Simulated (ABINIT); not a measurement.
# SnTe (Fm-3m) in ABINIT: a series of runs

The runs below take SnTe through single point, band structure, with PBE.

Everything below comes from runs of ABINIT 10.8.3 (patched build). Logs are shortened: lines on timing, memory, paths and dates and some standing lists are left out, and cuts for length are marked. The log counts tension as positive stress, the text compression.

**Measured values to compare with.**

A printed reference work, textbook reports, for a bulk crystal of SnTe at 300 K: band gap 0.18 eV (direct).

How close the calculation comes is told below.

### 1 The structure

The structure is cubic, space group Fm-3m (No. 225). The conventional cell has a = 6.302 Å, b = 6.302 Å, c = 6.302 Å, α = 90.00°, β = 90.00°, γ = 90.00°. Te (site symmetry m-3m) has 6 Sn at 3.15 Å as nearest neighbours. Sn (site symmetry m-3m) is surrounded by 6 Te at 3.15 Å.

### 2 Single point, PBE, 31.28 Å³/atom (shear strain of 0 %)

File run.abi:

```
pp_dirpath "./"
pseudos "Te.GGA_PBE-JTH.xml, Sn.GGA_PBE-JTH.xml"

acell 4.455974803 4.455974803 4.455974803 Angstrom
rprim
     0.0000000000     0.7071067812     0.7071067812
     0.7071067812     0.0000000000     0.7071067812
     0.7071067812     0.7071067812     0.0000000000
ntypat 2
znucl 52 50
natom 2
typat 1 2
xred
     0.5000000000     0.5000000000     0.5000000000
     0.0000000000     0.0000000000     0.0000000000

ecut 22.0
pawecutdg 44.0
pawxcdev 0

kptopt 1
ngkpt 7 7 7
nshiftk 1
shiftk 0.0 0.0 0.0

ixc 11

nband 14
occopt 3
tsmear 0.05 eV

nstep 100
tolvrs 1.0e-9

iomode 3
prtwf 0
prtden 0
prteig 0
prtebands 0
enunit 1
```

Potentials or basis: JTH PAW PBE v2.0.

Command:

```bash
abinit run.abi > log 2>&1
```

run.abo:

```text
.Version 10.8.3 of ABINIT
 Symmetries : space group Fm -3 m (#225); Bravais cF (face-center cubic)
================================================================================
 Values of the parameters that define the memory need of the present run
     intxc =       0    ionmov =       0      iscf =      17    lmnmax =      18
     lnmax =       6     mgfft =      36  mpssoang =       3    mqgrid =    3001
     natom =       2  nloc_mem =       2    nspden =       1   nspinor =       1
    nsppol =       1      nsym =      48    n1xccc =       1    ntypat =       2
    occopt =       3   xclevel =       2
       mpw =        2102          nfft =       46656          nkpt =          20
 PAW method is used; the additional fine FFT grid is defined by:
   mgfftf=        54    nfftf =    157464
================================================================================
================================================================================

--------------------------------------------------------------------------------
------------- Echo of variables that govern the present computation ------------
--------------------------------------------------------------------------------
 -outvars: echo values of preprocessed input variables --------
            acell      8.4205720016E+00  8.4205720016E+00  8.4205720016E+00 Bohr
              amu      1.27600000E+02  1.18710000E+02
             ecut      2.20000000E+01 Hartree
           enunit           1
              ixc          11
         kptrlatt        7    0    0      0    7    0      0    0    7
          kptrlen      5.89440040E+01
            natom           2
            nband          14
            ngfft          36      36      36
          ngfftdg          54      54      54
             nkpt          20
            nstep         100
             nsym          48
           ntypat           2
           occopt           3
        pawecutdg      4.40000000E+01 Hartree
         pawxcdev           0
           prtden           0
        prtebands           0
           prteig           0
            prtwf           0
            rprim      0.0000000000E+00  7.0710678120E-01  7.0710678120E-01
                       7.0710678120E-01  0.0000000000E+00  7.0710678120E-01
                       7.0710678120E-01  7.0710678120E-01  0.0000000000E+00
          spgroup         225
           tolvrs      1.00000000E-09
           tsmear      1.83746611E-03 Hartree
            typat      1  2
           useylm           1
           xangst      3.1508500001E+00  3.1508500001E+00  3.1508500001E+00
                       0.0000000000E+00  0.0000000000E+00  0.0000000000E+00
            xcart      5.9542435639E+00  5.9542435639E+00  5.9542435639E+00
                       0.0000000000E+00  0.0000000000E+00  0.0000000000E+00
             xred      5.0000000000E-01  5.0000000000E-01  5.0000000000E-01
                       0.0000000000E+00  0.0000000000E+00  0.0000000000E+00
            znucl       52.00000   50.00000

================================================================================

[... 123 lines left out ...]
    1       0.000000000000      0.000000000000      0.000000000000
    2       0.000000000000      0.000000000000      0.000000000000

 cartesian coordinates (angstrom) at end:
    1      3.15085000005763     3.15085000005763     3.15085000005763
    2      0.00000000000000     0.00000000000000     0.00000000000000

 cartesian forces (hartree/bohr) at end:
    1     -0.00000000000000    -0.00000000000000    -0.00000000000000
    2     -0.00000000000000    -0.00000000000000    -0.00000000000000
 frms,max,avg= 0.0000000E+00 0.0000000E+00   0.000E+00  0.000E+00  0.000E+00 h/b

 cartesian forces (eV/Angstrom) at end:
    1     -0.00000000000000    -0.00000000000000    -0.00000000000000
    2     -0.00000000000000    -0.00000000000000    -0.00000000000000
 frms,max,avg= 0.0000000E+00 0.0000000E+00   0.000E+00  0.000E+00  0.000E+00 e/A
 length scales=  8.420572001616  8.420572001616  8.420572001616 bohr
              =  4.455974803000  4.455974803000  4.455974803000 angstroms
 Fermi (or HOMO) energy (eV) =  -0.69538   Average Vxc (eV)=  -9.49653
 Eigenvalues (   eV  ) for nkpt=  20  k points:
 kpt#   1, nband= 14, wtk=  0.00292, kpt=  0.0000  0.0000  0.0000 (reduced coord)
 -22.66831  -22.66831  -22.66447  -22.66447  -22.66447  -13.58165   -5.45598   -2.91233
  -2.91233   -2.91233    2.67066    2.67066    2.67066    4.03937
 prteigrs : prtvol=0 or 1, do not print more k-points.

--- !EnergyTerms
iteration_state     : {dtset: 1, }
comment             : Components of total free energy in Hartree
kinetic             :  1.41392697431730E+01
hartree             :  2.91120716816616E+01
xc                  : -1.09483432747239E+01
Ewald energy        : -5.23476707185128E+01
psp_core            :  6.43715902776218E+00
local_psp           : -7.88284072986270E+01
PAW spherical_terms :  1.43798858487899E+01
internal            : -7.80560349904770E+01
'-kT*entropy'       : -2.65213891535044E-06
total_energy        : -7.80560376426159E+01
total_energy_eV     : -2.12401298912405E+03
...

--- !EnergyTermsDC
iteration_state     : {dtset: 1, }
comment             : '"Double-counting" decomposition of free energy'
band_energy         : -1.06121505568397E+01
Ewald energy        : -5.23476707185128E+01
psp_core            :  6.43715902776218E+00
xc_dc               : -3.24792172775779E+01
PAW spherical_terms :  1.09458477140295E+01
internal            : -7.80560318111388E+01
'-kT*entropy'       : -2.65213891535044E-06
total_energy_dc     : -7.80560344632777E+01
total_energy_dc_eV  : -2.12401290260985E+03
...

--- !EnergyTermsWithPAWCore
iteration_state     : {dtset: 1, }
comment             : 'Components of total free energy, including PAW core contributions'
Total energy        : -1.29719564830090E+04
Total energy DC     : -1.29719564798296E+04
Total energy (eV)   : -3.52984918225214E+05
Total energy DC (eV): -3.52984918138700E+05
...

 Cartesian components of stress tensor (hartree/bohr^3)
  sigma(1 1)= -7.27089397E-05  sigma(3 2)=  0.00000000E+00
  sigma(2 2)= -7.27089397E-05  sigma(3 1)=  0.00000000E+00
  sigma(3 3)= -7.27089397E-05  sigma(2 1)=  0.00000000E+00

-Cartesian components of stress tensor (GPa)         [Pressure=  2.1392E+00 GPa]
- sigma(1 1)= -2.13917086E+00  sigma(3 2)=  0.00000000E+00
- sigma(2 2)= -2.13917086E+00  sigma(3 1)=  0.00000000E+00
- sigma(3 3)= -2.13917086E+00  sigma(2 1)=  0.00000000E+00

== END DATASET(S) ==============================================================
================================================================================

 -outvars: echo values of variables after computation  --------
            acell      8.4205720016E+00  8.4205720016E+00  8.4205720016E+00 Bohr
           etotal     -7.8056034463E+01
            fcart     -0.0000000000E+00 -0.0000000000E+00 -0.0000000000E+00
                      -0.0000000000E+00 -0.0000000000E+00 -0.0000000000E+00
            rprim      0.0000000000E+00  7.0710678120E-01  7.0710678120E-01
                       7.0710678120E-01  0.0000000000E+00  7.0710678120E-01
                       7.0710678120E-01  7.0710678120E-01  0.0000000000E+00
           strten     -7.2708939717E-05 -7.2708939717E-05 -7.2708939717E-05
                       0.0000000000E+00  0.0000000000E+00  0.0000000000E+00
           xangst      3.1508500001E+00  3.1508500001E+00  3.1508500001E+00
                       0.0000000000E+00  0.0000000000E+00  0.0000000000E+00
             xred      5.0000000000E-01  5.0000000000E-01  5.0000000000E-01
                       0.0000000000E+00  0.0000000000E+00  0.0000000000E+00
 Calculation completed.
```

Run time: 18 s. Hardware: 1 thread of Arm Neoverse V1, shared host; peak memory 0.13 GiB.

Results:

* Free energy: -2124.0129 eV
* Pressure: 2.1 GPa
* Valence electrons inside the program's atomic spheres: Te 3.12; Sn 11.81

Caveat: this odd mesh misses L, where the gap lies, so gap, dielectric constants and Born charges aren't listed.

### 3 Single point, PBE, 31.27 Å³/atom (shear strain of -4 %)

run.abi: that of step 2 with these lines changed.

```diff
@@ -3,6 +3,6 @@
 
-acell 4.455974803 4.455974803 4.455974803 Angstrom
+acell 4.4564203782 4.4564203782 4.3668553069 Angstrom
 rprim
-     0.0000000000     0.7071067812     0.7071067812
-     0.7071067812     0.0000000000     0.7071067812
+    -0.0141407216     0.7070360811     0.7070360811
+     0.7070360811    -0.0141407216     0.7070360811
      0.7071067812     0.7071067812     0.0000000000
@@ -15,2 +15,5 @@
      0.0000000000     0.0000000000     0.0000000000
+chkprim 0
+chksymtnons 0
+tolsym 1.0e-6
```

Potentials or basis: JTH PAW PBE v2.0.

Command:

```bash
abinit run.abi > log 2>&1
```

It took 51 s on 1 thread of Arm Neoverse V1, shared host; peak memory 0.17 GiB.

It converged, with:

- Free energy: -2124.0073 eV
- Pressure: 2.2 GPa
- Band gap on the k mesh: 0.43 eV, indirect (least direct gap 0.60 eV)
- Valence electrons inside the program's atomic spheres: Te 3.12; Sn 11.80

Caveat: spin-orbit coupling is left out, which moves the levels of the heavy elements; an odd mesh through Γ misses points on the zone boundary, where band edges often lie.

### 4 Band structure, PBE

File run.abi:

```
ndtset 2

pp_dirpath "./"
pseudos "Te.GGA_PBE-JTH.xml, Sn.GGA_PBE-JTH.xml"

acell 4.455974803 4.455974803 4.455974803 Angstrom
rprim
     0.0000000000     0.7071067812     0.7071067812
     0.7071067812     0.0000000000     0.7071067812
     0.7071067812     0.7071067812     0.0000000000
ntypat 2
znucl 52 50
natom 2
typat 1 2
xred
     0.5000000000     0.5000000000     0.5000000000
     0.0000000000     0.0000000000     0.0000000000

ecut 22.0
pawecutdg 44.0
pawxcdev 0

ixc 11

occopt 3
tsmear 0.05 eV

nstep 100

iomode 3
prtwf 0
prteig 0
prtebands 0
enunit 1
prtden1 1

kptopt1 1
ngkpt1 7 7 7
nshiftk1 1
shiftk1 0.0 0.0 0.0
nband1 14
tolvrs1 1.0e-9

iscf2 -2
getden2 1
nband2 20
nbdbuf2 4
tolwfr2 1.0e-11
kptopt2 -9
ndivsm2 5
prteig2 1
prtvol2 -3
kptbounds2
     0.0000000000     0.0000000000     0.0000000000
     0.5000000000     0.0000000000     0.5000000000
     0.5000000000     0.2500000000     0.7500000000
     0.3750000000     0.3750000000     0.7500000000
     0.0000000000     0.0000000000     0.0000000000
     0.5000000000     0.5000000000     0.5000000000
     0.6250000000     0.2500000000     0.6250000000
     0.5000000000     0.2500000000     0.7500000000
     0.5000000000     0.5000000000     0.5000000000
     0.3750000000     0.3750000000     0.7500000000
```

Command:

```bash
abinit run.abi > log 2>&1
```

Run time: 80 s. Hardware: 1 thread of Arm Neoverse V1, shared host; peak memory 0.17 GiB.

It converged, with:

| Item | Value |
| --- | --- |
| Free energy | -2124.0129 eV |
| Pressure | 2.1 GPa |
| Band gap along the path | 0.13 eV, direct |
| Valence electrons inside the program's atomic spheres | Te 3.12; Sn 11.81 |

Levels at the corners of the path, in eV from the Fermi level:
| point | band 7 | band 8 | band 9 | band 10 | band 11 | band 12 | band 13 | band 14 |
| --- | --- | --- | --- | --- | --- | --- | --- | --- |
| Γ | -4.76 | -2.22 | -2.22 | -2.22 | 3.37 | 3.37 | 3.37 | 4.73 |
| X | -6.56 | -5.65 | -3.82 | -3.82 | 2.11 | 4.91 | 4.91 | 6.31 |
| W | -7.46 | -4.91 | -4.91 | -0.90 | 0.78 | 4.58 | 4.58 | 6.09 |
| K | -7.51 | -5.26 | -3.32 | -2.80 | 2.97 | 3.01 | 4.21 | 5.49 |
| Γ | -4.76 | -2.22 | -2.22 | -2.22 | 3.37 | 3.37 | 3.37 | 4.73 |
| L | -8.41 | -1.88 | -1.88 | -0.07 | 0.06 | 0.28 | 0.28 | 7.84 |
| U | -7.51 | -5.26 | -3.32 | -2.80 | 2.97 | 3.01 | 4.21 | 5.49 |
| W | -7.46 | -4.91 | -4.91 | -0.90 | 0.78 | 4.58 | 4.58 | 6.09 |
| L | -8.41 | -1.88 | -1.88 | -0.07 | 0.06 | 0.28 | 0.28 | 7.84 |
| K | -7.51 | -5.26 | -3.32 | -2.80 | 2.97 | 3.01 | 4.21 | 5.49 |

Caveat: this odd mesh misses L, where the gap lies, so gap, dielectric constants and Born charges aren't listed; spin-orbit coupling is left out, which moves the levels of the heavy elements.

### 5 Band structure, PBE, spin-orbit coupling, no magnetisation

run.abi: that of step 4 with these lines changed.

```diff
@@ -27,2 +27,6 @@
 
+nspinor 2
+nspden 1
+pawspnorb 1
+
 nstep 100
@@ -36,3 +40,3 @@
 
-kptopt1 1
+kptopt1 4
 ngkpt1 7 7 7
@@ -40,3 +44,3 @@
 shiftk1 0.0 0.0 0.0
-nband1 14
+nband1 28
 tolvrs1 1.0e-9
@@ -45,4 +49,4 @@
 getden2 1
-nband2 20
-nbdbuf2 4
+nband2 40
+nbdbuf2 8
 tolwfr2 1.0e-11
```

Command:

```bash
abinit run.abi > log 2>&1
```

Wall time 6.4 min (1 thread of Arm Neoverse V1, shared host); peak memory 0.33 GiB.

It converged, with:

```yaml
Free_energy: -2124.1754 eV
Pressure: 2.1 GPa
Band_gap_along_the_path: 0.24 eV, indirect (least direct gap 0.30 eV)
Valence_electrons_inside_the_program's_atomic_spheres: Te 3.12; Sn 11.81
```

Levels at the corners of the path, in eV from the Fermi level:
| point | band 16 | band 17 | band 18 | band 19 | band 20 | band 21 | band 22 | band 23 | band 24 | band 25 |
| --- | --- | --- | --- | --- | --- | --- | --- | --- | --- | --- |
| Γ | -2.68 | -1.86 | -1.86 | -1.86 | -1.86 | 2.89 | 2.89 | 3.74 | 3.74 | 3.74 |
| X | -5.58 | -3.95 | -3.95 | -3.51 | -3.51 | 2.20 | 2.20 | 4.61 | 4.61 | 5.36 |
| W | -4.92 | -4.74 | -4.74 | -0.82 | -0.82 | 0.87 | 0.87 | 4.55 | 4.55 | 4.79 |
| K | -5.18 | -3.30 | -3.30 | -2.65 | -2.65 | 2.83 | 2.83 | 3.30 | 3.30 | 4.31 |
| Γ | -2.68 | -1.86 | -1.86 | -1.86 | -1.86 | 2.89 | 2.89 | 3.74 | 3.74 | 3.74 |
| L | -2.11 | -1.53 | -1.53 | -0.11 | -0.11 | 0.19 | 0.19 | 0.32 | 0.32 | 0.54 |
| U | -5.18 | -3.30 | -3.30 | -2.65 | -2.65 | 2.83 | 2.83 | 3.30 | 3.30 | 4.31 |
| W | -4.92 | -4.74 | -4.74 | -0.82 | -0.82 | 0.87 | 0.87 | 4.55 | 4.55 | 4.79 |
| L | -2.11 | -1.53 | -1.53 | -0.11 | -0.11 | 0.19 | 0.19 | 0.32 | 0.32 | 0.54 |
| K | -5.18 | -3.30 | -3.30 | -2.65 | -2.65 | 2.83 | 2.83 | 3.30 | 3.30 | 4.31 |

Caveat: this odd mesh misses L, where the gap lies, so gap, dielectric constants and Born charges aren't listed.

### 6 Against experiment

Step 4. Measured gap of SnTe: 0.18 eV (direct; 300 K; a printed reference work, textbook). This calculation gives 0.13 eV (-0.05 eV). Spin-orbit coupling on Sn, Te is left out. The value is that of PBE, without temperature or zero-point motion. Semilocal functionals fall short of measured gaps as a rule.

Step 5. A measured direct gap of SnTe is 0.18 eV (direct; 300 K; a printed reference work, textbook); the calculated 0.30 eV misses it by +0.12 eV. The value is that of PBE, without temperature or zero-point motion.
